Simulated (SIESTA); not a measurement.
Crystal: MoS2.

```
Mo S
1.0
     1.58000    0.91221    6.15000
    -1.58000    0.91221    6.15000
     0.00000   -1.82443    6.15000
Mo S
1 2
Direct
  0.00000 0.00000 0.00000
  0.41700 0.41700 0.41700
  0.25000 0.25000 0.25000
```

Measurements of this composition are mostly on another form, of space group No. 194.

Base run:

| Property | Result |
| --- | --- |
| Program | SIESTA 5.4.2 |
| Functional | PBEsol |
| Potentials or basis | PseudoDojo 0.4 standard (PBEsol files) |
| Basis | DZP (energy shift 0.003 Ry; two zetas on semicore shells) |
| Grid cutoff | 800 Ry |
| Energy shift | 0.003 Ry |
| k mesh | 8 × 8 × 8 |
| Occupations | fermi-dirac, width 0.05 eV |
| Spin | no spin polarisation |
| Hubbard terms | Mo d U = 6 eV |

Its results: band gap on the k mesh 1.11 eV, indirect (least direct gap 2.03 eV); pressure -0.1 GPa; largest force 0.329 eV/Å.

Q: The run is repeated on the same cell with these changes: hubbard terms from Mo d U = 6 eV to Mo d U = 2 eV. What comes out?

A: Band gap on the k mesh 1.06 eV, indirect (least direct gap 2.05 eV); pressure 2.3 GPa; largest force 0.593 eV/Å.

Caveats: the basis of atomic orbitals isn't converged, which shifts pressures, moduli and gaps.

A k mesh can miss the band edges.
